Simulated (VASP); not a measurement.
# Nb (Fm-3m) in VASP: further runs, part 2 of 2

VASP 6.6.1.

### 5 Relaxation of cell and atoms, LDA

INCAR

```
SYSTEM = Nb
PREC = Accurate ; ENCUT = 600
EDIFF = 1E-7 ; ISMEAR = 0
SIGMA = 0.05 ; LREAL = .False.
LASPH = .True. ; NELM = 80
ALGO = Normal ; ISIF = 3
LWAVE = .False. ; LCHARG = .False.
GGA = CA ; IBRION = 2
NSW = 60 ; EDIFFG = -0.005
```

Nb.cif

```cif
data_Nb
_cell_length_a 4.23000000
_cell_length_b 4.23000000
_cell_length_c 4.23000000
_cell_angle_alpha 90.00000000
_cell_angle_beta 90.00000000
_cell_angle_gamma 90.00000000
_space_group_name_H-M_alt 'Fm-3m'
_space_group_name_Hall '-F 4 2 3'
_space_group_IT_number 225
loop_
_space_group_symop_operation_xyz
'x,y,z'
'-x,-y,-z'
'-y,x,z'
'y,-x,-z'
'-x,-y,z'
'x,y,-z'
'y,-x,z'
'-y,x,-z'
'x,-y,-z'
'-x,y,z'
'-y,-x,-z'
'y,x,z'
'-x,y,-z'
'x,-y,z'
'y,x,-z'
'-y,-x,z'
'z,x,y'
'-z,-x,-y'
'z,-y,x'
'-z,y,-x'
'z,-x,-y'
'-z,x,y'
'z,y,-x'
'-z,-y,x'
'-z,x,-y'
'z,-x,y'
'-z,-y,-x'
'z,y,x'
'-z,-x,y'
'z,x,-y'
'-z,y,x'
'z,-y,-x'
'y,z,x'
'-y,-z,-x'
'x,z,-y'
'-x,-z,y'
'-y,z,-x'
'y,-z,x'
'-x,z,y'
'x,-z,-y'
'-y,-z,x'
'y,z,-x'
'-x,-z,-y'
'x,z,y'
'y,-z,-x'
'-y,z,x'
'x,-z,y'
'-x,z,-y'
'x,y+1/2,z+1/2'
'-x,-y+1/2,-z+1/2'
'-y,x+1/2,z+1/2'
[... 62 lines left out ...]
'-z+1/2,-x,-y+1/2'
'z+1/2,-y,x+1/2'
'-z+1/2,y,-x+1/2'
'z+1/2,-x,-y+1/2'
'-z+1/2,x,y+1/2'
'z+1/2,y,-x+1/2'
'-z+1/2,-y,x+1/2'
'-z+1/2,x,-y+1/2'
'z+1/2,-x,y+1/2'
'-z+1/2,-y,-x+1/2'
'z+1/2,y,x+1/2'
'-z+1/2,-x,y+1/2'
'z+1/2,x,-y+1/2'
'-z+1/2,y,x+1/2'
'z+1/2,-y,-x+1/2'
'y+1/2,z,x+1/2'
'-y+1/2,-z,-x+1/2'
'x+1/2,z,-y+1/2'
'-x+1/2,-z,y+1/2'
'-y+1/2,z,-x+1/2'
'y+1/2,-z,x+1/2'
'-x+1/2,z,y+1/2'
'x+1/2,-z,-y+1/2'
'-y+1/2,-z,x+1/2'
'y+1/2,z,-x+1/2'
'-x+1/2,-z,-y+1/2'
'x+1/2,z,y+1/2'
'y+1/2,-z,-x+1/2'
'-y+1/2,z,x+1/2'
'x+1/2,-z,y+1/2'
'-x+1/2,z,-y+1/2'
'x+1/2,y+1/2,z'
'-x+1/2,-y+1/2,-z'
'-y+1/2,x+1/2,z'
'y+1/2,-x+1/2,-z'
'-x+1/2,-y+1/2,z'
'x+1/2,y+1/2,-z'
'y+1/2,-x+1/2,z'
'-y+1/2,x+1/2,-z'
'x+1/2,-y+1/2,-z'
'-x+1/2,y+1/2,z'
'-y+1/2,-x+1/2,-z'
'y+1/2,x+1/2,z'
'-x+1/2,y+1/2,-z'
'x+1/2,-y+1/2,z'
'y+1/2,x+1/2,-z'
'-y+1/2,-x+1/2,z'
'z+1/2,x+1/2,y'
'-z+1/2,-x+1/2,-y'
'z+1/2,-y+1/2,x'
'-z+1/2,y+1/2,-x'
'z+1/2,-x+1/2,-y'
'-z+1/2,x+1/2,y'
'z+1/2,y+1/2,-x'
'-z+1/2,-y+1/2,x'
'-z+1/2,x+1/2,-y'
'z+1/2,-x+1/2,y'
'-z+1/2,-y+1/2,-x'
'z+1/2,y+1/2,x'
'-z+1/2,-x+1/2,y'
'z+1/2,x+1/2,-y'
'-z+1/2,y+1/2,x'
'z+1/2,-y+1/2,-x'
'y+1/2,z+1/2,x'
'-y+1/2,-z+1/2,-x'
'x+1/2,z+1/2,-y'
'-x+1/2,-z+1/2,y'
'-y+1/2,z+1/2,-x'
'y+1/2,-z+1/2,x'
'-x+1/2,z+1/2,y'
'x+1/2,-z+1/2,-y'
'-y+1/2,-z+1/2,x'
'y+1/2,z+1/2,-x'
'-x+1/2,-z+1/2,-y'
'x+1/2,z+1/2,y'
'y+1/2,-z+1/2,-x'
'-y+1/2,z+1/2,x'
'x+1/2,-z+1/2,y'
'-x+1/2,z+1/2,-y'
loop_
_atom_site_label
_atom_site_type_symbol
_atom_site_symmetry_multiplicity
_atom_site_Wyckoff_symbol
_atom_site_fract_x
_atom_site_fract_y
_atom_site_fract_z
_atom_site_occupancy
Nb1 Nb 4 a 0.0000000000 0.0000000000 0.0000000000 1
```

KPOINTS

```
Automatic mesh
0
Gamma
  6 6 6
  0 0 0
```

POSCAR

```
Nb
 1.0000000000000000
     4.2300000000000004    0.0000000000000000    0.0000000000000000
     0.0000000000000000    4.2300000000000004    0.0000000000000000
     0.0000000000000000    0.0000000000000000    4.2300000000000004
 Nb 
   4
Cartesian
  0.0000000000000000  0.0000000000000000  0.0000000000000000
  0.0000000000000000  2.1150000000000002  2.1150000000000002
  2.1150000000000002  0.0000000000000000  2.1150000000000002
  2.1150000000000002  2.1150000000000002  0.0000000000000000
```

Potentials or basis: VASP PAW LDA potentials, release 64 (Nb_sv).

The run is started by

```console
$ ase convert -i cif -o vasp Nb.cif POSCAR
$ cat potpaw_LDA.64/Nb_sv/POTCAR > POTCAR
$ mpirun -np 1 vasp_std > vasp.out
```

Wall time 1.9 min (1 thread of Intel Xeon Platinum 8559C (Emerald Rapids), shared host); peak memory 0.2 GiB.

The run converged. Its results:

```yaml
Free_energy: -43.5418 eV
Relaxed_volume: 17.79 Å³/atom
Relaxed_cell: a = 4.144 Å, b = 4.144 Å, c = 4.144 Å, α = 90.00°, β = 90.00°, γ = 90.00°
Space_group_after_relaxing_to_0.05_Å: Fm-3m (No. 225)
Energy_gained_by_relaxing: 39.0 meV/atom
Ionic_steps: 4
Pressure_after_relaxing: 0.0 GPa
Band_gap_on_the_k_mesh: none (metal or under the smearing width)
```

The path:
| step | energy change (eV) | largest force (eV/Å) | pressure (GPa) | volume (Å³) |
| --- | --- | --- | --- | --- |
| 1 | 0.0000 | 0.0000 | -10.45 | 75.69 |
| 2 | 0.4702 | 0.0000 | 26.65 | 62.96 |
| 3 | -0.1559 | 0.0000 | -0.39 | 71.29 |
| 4 | -0.1560 | 0.0000 | -0.04 | 71.15 |

Final structure:
```yaml
crystal:
  lattice:
    - [4.14364, 0.00000, 0.00000]
    - [0.00000, 4.14364, 0.00000]
    - [0.00000, 0.00000, 4.14364]
  atoms:
    - { symbol: Nb, position: [0.00000, 0.00000, 0.00000] }
    - { symbol: Nb, position: [0.00000, 0.50000, 0.50000] }
    - { symbol: Nb, position: [0.50000, 0.00000, 0.50000] }
    - { symbol: Nb, position: [0.50000, 0.50000, 0.00000] }
```

Levels at points of the mesh, in eV from the Fermi level:
```csv
k point,band 23,band 24,band 25,band 26,band 27,band 28,band 29,band 30
"(0.00, 0.00, 0.00)",-3.61,0.03,0.03,0.03,2.81,2.81,3.96,3.96
"(0.50, 0.00, 0.00)",-1.18,-1.18,-1.18,-1.18,0.64,0.64,1.92,1.93
"(0.50, 0.50, 0.00)",-1.27,-1.27,-1.12,-1.12,-1.12,-1.12,1.29,1.29
"(0.50, 0.50, 0.50)",-0.19,-0.19,-0.19,-0.19,-0.19,-0.19,1.64,1.64
```

### 6 The runs side by side

```csv
task,level,potentials or basis,cell,k mesh,cutoff (eV),smearing,optimiser,gap on the mesh (eV),pressure (GPa)
relaxation of the atoms,r2SCAN,"VASP PAW PBE potentials, release 64 (Nb_pv)",atoms relaxed from: cell strained at random at fixed volume,11 × 11 × 11,520,gaussian 0.1 eV,BFGS,none,-0.2
single point,PBEsol,"VASP PAW PBE potentials, release 54 (Nb_sv)",as given,11 × 11 × 11,520,gaussian 0.02 eV,-,none,-7.7
relaxation of cell and atoms,LDA,"VASP PAW LDA potentials, release 64 (Nb_sv)",relaxed,6 × 6 × 6,600,gaussian 0.05 eV,-,none,0.0
```

Alike in all rows: no spin polarisation.

Caveats: the PAW data sets were made with another functional, which shifts forces and pressure a little (some runs); the relaxation stopped at its first step, so nothing moved (some runs).

Total energies depend on the potentials used, so only differences within one code and one set of settings carry meaning.
